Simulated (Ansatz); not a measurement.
**SiC (P6_3mc): how the settings move a single-point run**

How sensitive is a single-point run of SiC (P6_3mc) to its settings? A reference run comes first, then five runs with altered input.

Computed with Ansatz 0.2.0 (reference: DFT PBE, scalar-relativistic, plane waves, PAW, unless a step's input says otherwise).

2 further runs of the same task are left out: 2 that didn't finish. Runs told in other sessions of the task aren't counted.

### 1 The system as given

Symmetry: P6_3mc, No. 186, hexagonal system. Conventional cell: a = 3.092 Å, b = 3.092 Å, c = 5.074 Å, α = 90.00°, β = 90.00°, γ = 120.00°. Si (site symmetry 3m) has 4 C at 1.89 to 1.91 Å in its first shell of neighbours. C (site symmetry 3m) has 4 Si at 1.89 to 1.91 Å in its first shell of neighbours.

Structure file:

```cif
data_structure
_symmetry_space_group_name_H-M 'P 1'
_symmetry_Int_Tables_number 1
_cell_length_a 3.0919
_cell_length_b 3.0919
_cell_length_c 5.0743
_cell_angle_alpha 90.000
_cell_angle_beta 90.000
_cell_angle_gamma 120.000
_cell_volume 42.01
loop_
_atom_site_label
_atom_site_type_symbol
_atom_site_fract_x
_atom_site_fract_y
_atom_site_fract_z
_atom_site_occupancy
Si1 Si 0.33333 0.66667 0.00458 1
Si2 Si 0.66667 0.33333 0.50458 1
C1 C 0.33333 0.66667 0.38042 1
C2 C 0.66667 0.33333 0.88042 1
```

### 2 The reference run

input.yaml reads:

```yaml
crystal:
  lattice:
    - [3.0919366045, 0.0, 0.0]
    - [-1.5459683023, 2.6776956464, 0.0]
    - [0.0, 0.0, 5.0743114968]
  atoms:
    - { symbol: Si, position: [0.3333333333, 0.6666666667, 0.0045824632] }
    - { symbol: Si, position: [0.6666666667, 0.3333333333, 0.5045824632] }
    - { symbol: C, position: [0.3333333333, 0.6666666667, 0.3804175368] }
    - { symbol: C, position: [0.6666666667, 0.3333333333, 0.8804175368] }
basis:
  ecutwfc: 420
  ecutrho_ratio: 4
kpoints:
  mp_grid: { grid: [12, 12, 8] }
  band_path:
    path:
      - [[0.0, 0.0, 0.0], [0.5, 0.0, 0.0], [0.33333333, 0.33333333, 0.0], [0.0, 0.0, 0.0], [0.0, 0.0, 0.5], [0.5, 0.0, 0.5], [0.33333333, 0.33333333, 0.5], [0.0, 0.0, 0.5]]
      - [[0.5, 0.0, 0.5], [0.5, 0.0, 0.0]]
      - [[0.33333333, 0.33333333, 0.5], [0.33333333, 0.33333333, 0.0]]
    npoints: 14
hamiltonian:
  xc: pbe
scf:
  occupations: { method: gaussian, width: 0.05 }
  n_extra_bands: 11
output:
  forces: true
  stress: true
  eigenvalues: true
  populations: true
  dos: { projected: true, de: 0.02, nscf_kmesh: { grid: [18, 18, 12] } }
  bader: true
  write_density: true
  write_potential: true
  elf: true
  volumetric_format: npy
```

The run is started by

```
$ ansatz run input.yaml --threads 4 --pin off --max-ram 7168MiB --backend cpu --events-out ev --progress --plain --runs-dir out
```

### 3 Changing settings: ecutwfc 14.7 Ry, ecutrho_ratio 6, basis.precision f64, eigensolver.kind davidson

input.yaml reads:

```yaml
crystal:
  lattice:
    - [3.091936604507, 2.886742112412e-11, 0.0]
    - [-1.545968302278, 2.67769564638, 0.0]
    - [0.0, 0.0, 5.0743114968]
  atoms:
    - { symbol: Si, position: [0.3333333333333, 0.6666666666667, 0.0045824632] }
    - { symbol: Si, position: [0.6666666666667, 0.3333333333333, 0.5045824632] }
    - { symbol: C, position: [0.3333333333333, 0.6666666666667, 0.3804175368] }
    - { symbol: C, position: [0.6666666666667, 0.3333333333333, 0.8804175368] }
basis:
  ecutwfc: "14.7 Ry"
  ecutrho_ratio: 6
  precision: f64
kpoints:
  mp_grid: { grid: [12, 12, 8] }
hamiltonian:
  xc: pbe
scf:
  occupations: { method: gaussian, width: 0.05 }
  eigensolver: { kind: davidson }
output:
  forces: true
  stress: true
```

### 4 Changed: mp_grid.grid [15, 15, 10]

input.yaml reads:

```yaml
crystal:
  lattice:
    - [3.091936604507, 2.886742112412e-11, 0.0]
    - [-1.545968302278, 2.67769564638, 0.0]
    - [0.0, 0.0, 5.0743114968]
  atoms:
    - { symbol: Si, position: [0.3333333333333, 0.6666666666667, 0.0045824632] }
    - { symbol: Si, position: [0.6666666666667, 0.3333333333333, 0.5045824632] }
    - { symbol: C, position: [0.3333333333333, 0.6666666666667, 0.3804175368] }
    - { symbol: C, position: [0.6666666666667, 0.3333333333333, 0.8804175368] }
basis:
  ecutwfc: 420
  ecutrho_ratio: 4
kpoints:
  mp_grid: { grid: [15, 15, 10] }
hamiltonian:
  xc: pbe
scf:
  occupations: { method: gaussian, width: 0.05 }
output:
  forces: true
  stress: true
```

### 5 Variant: ecutwfc 600 eV, occupations.method fermi_dirac, occupations.width 0.01

input.yaml reads:

```yaml
crystal:
  lattice:
    - [3.091936604507, 2.886742112412e-11, 0.0]
    - [-1.545968302278, 2.67769564638, 0.0]
    - [0.0, 0.0, 5.0743114968]
  atoms:
    - { symbol: Si, position: [0.3333333333333, 0.6666666666667, 0.0045824632] }
    - { symbol: Si, position: [0.6666666666667, 0.3333333333333, 0.5045824632] }
    - { symbol: C, position: [0.3333333333333, 0.6666666666667, 0.3804175368] }
    - { symbol: C, position: [0.6666666666667, 0.3333333333333, 0.8804175368] }
basis:
  ecutwfc: "600 eV"
  ecutrho_ratio: 4
kpoints:
  mp_grid: { grid: [12, 12, 8] }
hamiltonian:
  xc: pbe
scf:
  occupations: { method: fermi_dirac, width: 0.01 }
output:
  forces: true
  stress: true
```

### 6 Changing settings: basis.precision f64, eigensolver.kind davidson, scf.algorithm density_mixing

input.yaml reads:

```yaml
crystal:
  lattice:
    - [3.091936604507, 2.886742112412e-11, 0.0]
    - [-1.545968302278, 2.67769564638, 0.0]
    - [0.0, 0.0, 5.0743114968]
  atoms:
    - { symbol: Si, position: [0.3333333333333, 0.6666666666667, 0.0045824632] }
    - { symbol: Si, position: [0.6666666666667, 0.3333333333333, 0.5045824632] }
    - { symbol: C, position: [0.3333333333333, 0.6666666666667, 0.3804175368] }
    - { symbol: C, position: [0.6666666666667, 0.3333333333333, 0.8804175368] }
basis:
  ecutwfc: 420
  ecutrho_ratio: 4
  precision: f64
kpoints:
  mp_grid: { grid: [12, 12, 8] }
hamiltonian:
  xc: pbe
scf:
  occupations: { method: gaussian, width: 0.05 }
  eigensolver: { kind: davidson }
  algorithm: density_mixing
output:
  forces: true
  stress: true
```

### 7 Variant: ecutwfc 200 eV, accuracy high

input.yaml reads:

```yaml
crystal:
  lattice:
    - [3.091936604507, 2.886742112412e-11, 0.0]
    - [-1.545968302278, 2.67769564638, 0.0]
    - [0.0, 0.0, 5.0743114968]
  atoms:
    - { symbol: Si, position: [0.3333333333333, 0.6666666666667, 0.0045824632] }
    - { symbol: Si, position: [0.6666666666667, 0.3333333333333, 0.5045824632] }
    - { symbol: C, position: [0.3333333333333, 0.6666666666667, 0.3804175368] }
    - { symbol: C, position: [0.6666666666667, 0.3333333333333, 0.8804175368] }
basis:
  ecutwfc: "200 eV"
  ecutrho_ratio: 4
kpoints:
  mp_grid: { grid: [12, 12, 8] }
hamiltonian:
  xc: pbe
scf:
  occupations: { method: gaussian, width: 0.05 }
output:
  forces: true
  stress: true
  write_density: true
  write_potential: true
  elf: true
  volumetric_format: npy
accuracy: high
```

What does the calculation give? Wanted: for each run, ending; energy change; pressure; gap; force.

**Answer**, as computed:

| run | ending | energy change | pressure (GPa) | gap (eV) | force (eV/Å) | cycles | time |
| --- | --- | --- | --- | --- | --- | --- | --- |
| reference | converged | 0 | 0.0 | 2.31 | 0.00 | 6 | 10 s |
| 1: ecutwfc 14.7 Ry, ecutrho_ratio 6, basis.precision f64, eigensolver.kind davidson | converged | +805.0 meV/atom | 7.4 | 2.26 | 0.01 | 8 | 0.37 s |
| 2: mp_grid.grid [15, 15, 10] | converged | 0.0 meV/atom | 0.0 | 2.31 | 0.00 | 6 | 0.99 s |
| 3: ecutwfc 600 eV, occupations.method fermi_dirac, occupations.width 0.01 | converged | -1.6 meV/atom (σ→0) | 0.0 | 2.31 | 0.00 | 6 | 0.97 s |
| 4: basis.precision f64, eigensolver.kind davidson, scf.algorithm density_mixing | converged | 0.0 meV/atom | 0.0 | 2.31 | 0.00 | 6 | 0.64 s |
| 5: ecutwfc 200 eV, accuracy high | converged | +805.4 meV/atom | 7.4 | 2.26 | 0.01 | 8 | 0.48 s |

Times don't compare one to one where runs were asked for different outputs or read a saved state (see the inputs); cycles may leave out searches for a lower state.

Residual by cycle in the longest SCF loop of each run; runs are numbered as in the table. The quantity is the density residual dr2, in eV.

```csv
cycle,reference,run 1,run 2,run 3,run 4,run 5
1,0.00339,0.367,0.0032,0.00306,0.00289,0.369
2,3.2e-4,0.0318,2.4e-4,2.3e-4,1.6e-4,0.0327
3,1.0e-5,0.00561,2.7e-5,2.8e-5,2.4e-5,0.00561
4,7.1e-8,3.0e-4,8.4e-7,9.6e-7,2.2e-6,5.0e-4
5,2.6e-9,4.3e-6,3.8e-9,5.1e-9,1.3e-8,9.7e-6
6,3.0e-10,3.4e-6,1.7e-10,1.7e-10,5.3e-9,1.2e-7
7,-,8.0e-7,-,-,-,1.2e-9
8,-,3.9e-8,-,-,-,3.1e-11
```

**Reading.** Runs 1 and 5 ran under the cutoff that the potentials recommend, as the log warns, so basis error is mixed into their values.

These are semilocal Kohn-Sham gaps, which aren't the measured quantity. Such gaps usually fall short of the measured ones.
